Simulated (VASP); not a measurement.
Fe: energy against volume and a worked fit

```cif
data_structure
_symmetry_space_group_name_H-M 'P 1'
_symmetry_Int_Tables_number 1
_cell_length_a 2.4993
_cell_length_b 2.4993
_cell_length_c 2.4993
_cell_angle_alpha 109.471
_cell_angle_beta 109.471
_cell_angle_gamma 109.471
_cell_volume 12.02
loop_
_atom_site_label
_atom_site_type_symbol
_atom_site_fract_x
_atom_site_fract_y
_atom_site_fract_z
_atom_site_occupancy
Fe1 Fe 0.00000 0.00000 0.00000 1
```

The cell was scaled at fixed shape and fractions and run with VASP, PBE PAW files Fe, 520 eV; r2SCAN, k mesh 13 × 13 × 13 on the cell of 1 atom, fermi-dirac occupations of 0.05 eV, collinear spin, ferromagnetic start, no spin-orbit coupling. The potentials were made for PBE. Energies are those that the program minimises, any entropy of the smearing included. For a metal such a mesh isn't converged to the digits shown. The magnetic state is the one that the start led to, which needn't be the lowest.

```tsv
V (Å³/atom)	energy over the lowest row (meV/atom)
11.2976	11.99
11.5380	2.55
11.7784	0.00
12.0187	3.65
12.2591	12.68
12.4995	?
12.7399	44.26
```

Question: Fit the third-order Birch-Murnaghan form, give V0, B0 and B′, and predict the energy left open.

Answer: With y = (V0/V)^(2/3), E = E0 + (9 V0 B0/16) [(y - 1)³ B′ + (y - 1)² (6 - 4y)]. Least squares through the rows shown give V0 = 11.7511 Å³/atom, E0 = -0.01 meV, B0 = 202.4 GPa (1 eV/Å³ = 160.218 GPa) and B′ = 5.36, with a largest miss of 0.03 meV. At V = 12.4995 the form with these constants gives 26.40 meV; the run gave 26.35 meV an atom. Measured volume: 11.77 Å³/atom at 298 K (a printed reference work), so the fit lies -0.2 % from it. The runs are for a static lattice.
